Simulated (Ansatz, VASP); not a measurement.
**B in VASP and in Ansatz**

```
B
1.0
    -2.74343    2.74343    2.74343
     2.74343   -2.74343    2.74343
     2.74343    2.74343   -2.74343
B
12
Cartesian
  4.1151 0.6859 0.0000
  0.6859 2.7434 1.3717
  0.0000 1.3717 2.0576
  0.6859 0.0000 4.1151
  2.7434 -1.3717 2.0576
  2.0576 2.7434 -1.3717
  0.0000 4.1151 0.6859
  2.7434 1.3717 0.6859
  1.3717 2.0576 0.0000
  -1.3717 2.0576 2.7434
  2.0576 0.0000 1.3717
  1.3717 0.6859 2.7434
```

Alike in both runs: task relaxation of cell and atoms; functional PBE; k mesh 4 × 4 × 4; occupations gaussian, width 0.1 eV; no spin polarisation.

```csv
,VASP,Ansatz
version,VASP 6.6.1,Ansatz 0.2.0
potentials or method,"VASP PAW PBE potentials, release 64 (B)","scalar-relativistic, plane waves, PAW"
plane-wave cutoff (eV),600,420
valence electrons in the cell,36,36
```

```tsv
	VASP	Ansatz	Ansatz less VASP
gap on the k mesh at the Fermi level, each at its own relaxed structure (eV)	none	none	-
relaxed volume (Å³/atom)	7.76	7.76	+0.002
relaxed cell length with the largest relative difference (Å)	4.945	4.946	+0.0005
energy change over the relaxation (meV/atom)	-72	-72	0.0
```

A gap of «none» marks a metal or a gap that the smearing closes.

Caveats: the k mesh is coarse (spacing up to 0.40 Å⁻¹), so the values aren't converged.
